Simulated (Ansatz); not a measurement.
Harmonic thermodynamics of MgS

These are results of DFT PBE, scalar-relativistic, plane waves, PAW (Ansatz 0.2.0), not measurements. Settings: 420 eV plane-wave cutoff, Γ-centred 8×8×8 mesh, fixed occupations. No spin polarisation. Phonons by linear response, acoustic sum rule imposed.

Relaxed structure:
```cif
data_structure
_symmetry_space_group_name_H-M 'F-43m'
_symmetry_Int_Tables_number 216
_cell_length_a 5.6972
_cell_length_b 5.6972
_cell_length_c 5.6972
_cell_angle_alpha 90.000
_cell_angle_beta 90.000
_cell_angle_gamma 90.000
_cell_volume 184.92
loop_
_atom_site_label
_atom_site_type_symbol
_atom_site_symmetry_multiplicity
_atom_site_Wyckoff_symbol
_atom_site_fract_x
_atom_site_fract_y
_atom_site_fract_z
_atom_site_occupancy
Mg1 Mg 4 a 0.00000 0.00000 0.00000 1
S1 S 4 d 0.25000 0.25000 0.75000 1
```

It was relaxed at this level from a Materials Project cell.

Force constants from linear response on a 4×4×4 q mesh, interpolated to a fine mesh.

Phonon density of states, in bins of 10 cm⁻¹:
bin centre (cm⁻¹), share of modes (%) and a bar:
```
        5        0.0
       15        0.0
       25        0.1
       35        0.3
       45        0.5 #
       55        0.7 #
       65        1.0 ##
       75        1.5 ##
       85        2.9 ####
       95        3.6 #####
      105        4.0 ######
      115        4.5 #######
      125        4.8 #######
      135        3.5 #####
      145        2.8 ####
      155        2.8 ####
      165        2.4 ####
      175        0.5 #
      185        0.6 #
      195        0.7 #
      205        0.8 #
      215        1.0 ##
      225        1.3 ##
      235        1.6 ##
      245        2.3 ####
      255        3.9 ######
      265        1.6 ##
      275        0.2
      285        0.0
      295        0.0
      305        1.7 ###
      315       19.7 ##############################
      325       14.5 ######################
      335        5.1 ########
      345        2.2 ###
      355        1.7 ###
      365        1.4 ##
      375        1.2 ##
      385        1.0 ##
      395        0.8 #
      405        0.5 #
      415        0.1
```

(1) Give the zero-point energy per atom.

(2) How large are the vibrational entropy and heat capacity at 300 K?

(3) Tabulate them against temperature.

Results:

(1) 44.6 meV.

(2) S = 3.13 k_B and C_V = 2.65 k_B per atom, 88 % of the Dulong–Petit value.

(3)
```csv
T (K),F_vib (meV/atom),S (k_B/atom),C_V (k_B/atom)
100,42.1,0.84,1.33
200,29.2,2.11,2.30
300,6.4,3.13,2.65
400,-24.0,3.91,2.79
500,-60.5,4.54,2.87
600,-102.0,5.07,2.91
700,-147.7,5.52,2.93
800,-196.9,5.91,2.95
900,-249.4,6.26,2.96
1000,-304.7,6.57,2.97
```
